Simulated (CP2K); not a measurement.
# GaP (P4/mmm) in CP2K: further runs, part 2 of 2

CP2K 2026.2.

### 5 Single point, PBE

gap_scf.inp reads:

```
&GLOBAL
  PROJECT gap_scf
  RUN_TYPE ENERGY_FORCE
  PRINT_LEVEL LOW
&END GLOBAL
&FORCE_EVAL
  METHOD QS
  STRESS_TENSOR ANALYTICAL
  &DFT
    BASIS_SET_FILE_NAME BASIS_ccGRB_UZH
    POTENTIAL_FILE_NAME POTENTIAL_UZH
    &MGRID
      CUTOFF 450
      REL_CUTOFF 60
      NGRIDS 4
    &END MGRID
    &QS
      METHOD GPW
      EPS_DEFAULT 1.0E-9
    &END QS
    &KPOINTS
      SCHEME MONKHORST-PACK 8 8 9
      GAMMA_CENTERED T
      SYMMETRY T
      SYMMETRY_BACKEND SPGLIB
    &END KPOINTS
    &SCF
      SCF_GUESS ATOMIC
      EPS_SCF 1.0E-6
      MAX_SCF 100
      ADDED_MOS 10
      CHOLESKY OFF
      EPS_EIGVAL 1.0E-7
      &DIAGONALIZATION ON
        ALGORITHM STANDARD
      &END DIAGONALIZATION
      &MIXING ON
        METHOD BROYDEN_MIXING
        ALPHA 0.4
        BETA 1.5
        NBUFFER 8
      &END MIXING
      &SMEAR ON
        METHOD FERMI_DIRAC
        ELECTRONIC_TEMPERATURE [K] 580.226
      &END SMEAR
    &END SCF
    &XC
      &XC_FUNCTIONAL
        &GGA_X_PBE
        &END GGA_X_PBE
        &GGA_C_PBE
        &END GGA_C_PBE
      &END XC_FUNCTIONAL
    &END XC
    &PRINT
      &KPOINTS ON
      &END KPOINTS
      &MULLIKEN ON
      &END MULLIKEN
      &MO ON
        ENERGIES T
        OCCUPATION_NUMBERS T
        &EACH
          QS_SCF 0
        &END EACH
        ADD_LAST NUMERIC
      &END MO
      &LOWDIN ON
      &END LOWDIN
      &HIRSHFELD ON
        SHAPE_FUNCTION DENSITY
      &END HIRSHFELD
    &END PRINT
  &END DFT
  &SUBSYS
    &CELL
      A 3.4566600000 0.0000000000 0.0000000000
      B 0.0000000000 3.4566600000 0.0000000000
      C 0.0000000000 0.0000000000 2.8025600000
      PERIODIC XYZ
    &END CELL
    &COORD
      SCALED
      Ga  0.0000000000 0.0000000000 0.0000000000
      P   0.5000000000 0.5000000000 0.5000000000
    &END COORD
    &KIND Ga
      BASIS_SET ccGRB-D-q13
      POTENTIAL GTH-PBE-q13
    &END KIND
    &KIND P
      BASIS_SET ccGRB-D-q5
      POTENTIAL GTH-PBE-q5
    &END KIND
    &PRINT
      &ATOMIC_COORDINATES ON
      &END ATOMIC_COORDINATES
      &CELL ON
      &END CELL
      &SYMMETRY ON
      &END SYMMETRY
    &END PRINT
  &END SUBSYS
  &PRINT
    &FORCES ON
    &END FORCES
    &STRESS_TENSOR ON
    &END STRESS_TENSOR
  &END PRINT
&END FORCE_EVAL
```

Potentials or basis: POTENTIAL_UZH Ga GTH-PBE-q13, P GTH-PBE-q5; ccGRB-D basis.

Started as:

```console
$ OMP_NUM_THREADS=1 cp2k.psmp -i gap_scf.inp -o gap_scf.out
```

gap_scf.out:

```text

 CP2K| version string:                                       CP2K version 2026.2
 CP2K| Input file name                                               gap_scf.inp

 GLOBAL| Force Environment number                                              1
 GLOBAL| Basis set file name                                     BASIS_ccGRB_UZH
 GLOBAL| Potential file name                                       POTENTIAL_UZH
 GLOBAL| MM Potential file name                                     MM_POTENTIAL
 GLOBAL| Coordinate file name                                      __STD_INPUT__
 GLOBAL| Method name                                                        CP2K
 GLOBAL| Project name                                                    gap_scf
 GLOBAL| Run type                                                   ENERGY_FORCE
 GLOBAL| FFT library                                                       FFTW3
 GLOBAL| Diagonalization library                                       ScaLAPACK
 GLOBAL| Cholesky decomposition library                                ScaLAPACK
 GLOBAL| DGEMM library                                                      BLAS
 GLOBAL| Direct generalized diagonalization requested                          F
 GLOBAL| Matrix multiplication library                                 ScaLAPACK
 GLOBAL| Global print level                                                  LOW
 GLOBAL| Total number of message passing processes                             1
 GLOBAL| Number of threads for this process                                    1
 GLOBAL| CPU model name                                                  UNKNOWN

 CELL| Volume [angstrom^3]:                                            33.486384
 CELL| Vector a [angstrom]:       3.457     0.000     0.000   |a| =     3.456660
[... 541 lines left out ...]

 !-----------------------------------------------------------------------------!

 !-----------------------------------------------------------------------------!
                           Hirshfeld Charges

  #Atom  Element  Kind  Ref Charge     Population                    Net charge
      1       Ga     1      13.000         12.883                         0.117
      2       P      2       5.000          5.117                        -0.117

  Total Charge                                                           -0.000
 !-----------------------------------------------------------------------------!

 LOWDIN POPULATION ANALYSIS

 #  Atom  Element  Kind  Atomic population                           Net charge
       1     Ga       1         13.499375                             -0.499375
       2     P        2          4.500625                              0.499375
 # Total charge                             18.000000                  0.000000

 ENERGY| Total FORCE_EVAL ( QS ) energy [hartree]            -81.148551383218617

 FORCES| Atomic forces [hartree/bohr]
 FORCES|   Atom     x               y               z               |f|
 FORCES|      1  1.13540452E-06  1.13544749E-06  1.37409883E-06   2.11341715E-06
 FORCES|      2  3.99768767E-10  3.57167334E-10  5.00551187E-10   7.33440565E-10
 FORCES| Sum     1.13580429E-06  1.13580466E-06  1.37459939E-06
 FORCES| Total atomic force                                       2.11414926E-06

 STRESS| Analytical stress tensor [bar]
 STRESS|                        x                   y                   z
 STRESS|      x        3.30123803264E+04   5.54150117903E-01   5.13031784283E-01
 STRESS|      y        5.54150117903E-01   3.30123803265E+04   5.13023650332E-01
 STRESS|      z        5.13031784283E-01   5.13023650332E-01   2.87633534584E+04
 STRESS| 1/3 Trace                                             3.15960380371E+04
 STRESS| Determinant                                           3.13467988792E+13

 STRESS| Eigenvectors and eigenvalues of the analytical stress tensor [bar]
 STRESS|                        1                   2                   3
 STRESS| Eigenvalues   2.87633533346E+04   3.30118261763E+04   3.30129346004E+04
 STRESS|      x          -0.000120725258      0.707106798892      0.707106753176
 STRESS|      y          -0.000120723343     -0.707106763481      0.707106788586
 STRESS|      z           0.999999985426      0.000000001358      0.000170729943
```

Wall time 12 s (1 thread of Arm Neoverse V2, shared host); peak memory 0.21 GiB.

Results:

- Free energy: -2208.1644 eV
- Pressure: 3.2 GPa
- Band gap on the k mesh: none (metal or under the smearing width)
- Mulliken charges: Ga +0.11; P -0.11 e
- Hirshfeld charges: Ga +0.12; P -0.12 e

Stress tensor (GPa, compression positive):
```
3.30 0.00 0.00
0.00 3.30 0.00
0.00 0.00 2.88
```

Levels at points of the mesh, in eV from the Fermi level:
```csv
k point,band 7,band 8,band 9,band 10,band 11,band 12
"(0.00, 0.00, 0.00)",-2.64,-2.27,-2.27,2.68,4.48,8.18
"(0.00, 0.50, 0.00)",-9.19,-0.39,2.94,3.02,3.05,3.80
"(0.50, 0.50, 0.00)",-6.13,-6.10,-6.10,4.28,9.73,9.73
```

Caveat: Mulliken charges move with the basis; the basis of atomic orbitals isn't converged, which shifts pressures, moduli and gaps.

### 6 Single point, PBE

Changes to gap_scf.inp since step 5:

```diff
@@ -9,4 +9,5 @@
   &DFT
-    BASIS_SET_FILE_NAME BASIS_ccGRB_UZH
-    POTENTIAL_FILE_NAME POTENTIAL_UZH
+    BASIS_SET_FILE_NAME BASIS_MOLOPT_UCL
+    BASIS_SET_FILE_NAME BASIS_MOLOPT
+    POTENTIAL_FILE_NAME GTH_POTENTIALS
     &MGRID
@@ -88,3 +89,3 @@
     &KIND Ga
-      BASIS_SET ccGRB-D-q13
+      BASIS_SET TZVP-MOLOPT-SR-GTH-q13
       POTENTIAL GTH-PBE-q13
@@ -92,3 +93,3 @@
     &KIND P
-      BASIS_SET ccGRB-D-q5
+      BASIS_SET TZVP-MOLOPT-GTH-q5
       POTENTIAL GTH-PBE-q5
```

Potentials or basis: GTH_POTENTIALS Ga GTH-PBE-q13, P GTH-PBE-q5; TZVP-MOLOPT-SR-GTH, TZVP-MOLOPT-GTH basis.

Started as:

```console
$ OMP_NUM_THREADS=1 cp2k.psmp -i gap_scf.inp -o gap_scf.out
```

Run time: 36 s. Hardware: 1 thread of Arm Neoverse V2, shared host; peak memory 0.26 GiB.

The run converged. Its results:

```yaml
Free_energy: -2208.4310 eV
Pressure: 0.8 GPa
Band_gap_on_the_k_mesh: none (metal or under the smearing width)
Mulliken_charges: Ga +0.05; P -0.05 e
Hirshfeld_charges: Ga +0.11; P -0.11 e
```

Stress tensor (GPa, compression positive):
```
1.15 0.00 0.00
0.00 1.15 0.00
0.00 0.00 0.24
```

Levels at points of the mesh, in eV from the Fermi level:
| k point | band 5 | band 6 | band 7 | band 8 | band 9 | band 10 | band 11 | band 12 | band 13 | band 14 |
| --- | --- | --- | --- | --- | --- | --- | --- | --- | --- | --- |
| (0.00, 0.00, 0.00) | -14.79 | -13.73 | -2.60 | -2.19 | -2.19 | 2.69 | 3.71 | 7.92 | 9.16 | 9.16 |
| (0.00, 0.50, 0.00) | -14.79 | -11.87 | -9.11 | -0.33 | 2.64 | 2.87 | 3.01 | 3.81 | 8.94 | 9.81 |
| (0.50, 0.50, 0.00) | -14.81 | -10.25 | -6.07 | -6.01 | -6.01 | 4.26 | 9.69 | 9.69 | 11.48 | 11.58 |

Caveat: Mulliken charges move with the basis; the basis of atomic orbitals isn't converged, which shifts pressures, moduli and gaps.

### 7 Overview

```csv
potentials or basis,ADDED_MOS,gap on the mesh (eV),pressure (GPa)
"GTH_POTENTIALS Ga GTH-PBE-q13, P GTH-PBE-q5; SZV-MOLOPT-SR-GTH basis",[4],none,18.3
"GTH_POTENTIALS Ga GTH-PBE-q13, P GTH-PBE-q5; DZVP-MOLOPT-SR-GTH basis",[10],none,1.2
"POTENTIAL_UZH Ga GTH-PBE-q13, P GTH-PBE-q5; DZVP-MOLOPT-PBE-GTH basis",[10],none,1.3
"POTENTIAL_UZH Ga GTH-PBE-q13, P GTH-PBE-q5; ccGRB-D basis",[10],none,3.2
"GTH_POTENTIALS Ga GTH-PBE-q13, P GTH-PBE-q5; TZVP-MOLOPT-SR-GTH, TZVP-MOLOPT-GTH basis",[10],none,0.8
```

Alike in all rows: task single point; level PBE; no spin polarisation; cell as given; k mesh 8 × 8 × 9; smearing fermi-dirac 0.05 eV.

Caveats: the basis of atomic orbitals isn't converged, which shifts pressures, moduli and gaps; a minimal basis gives rough bond lengths, pressures and levels (some runs).

Absolute energies hang on the potentials; compare differences alone.
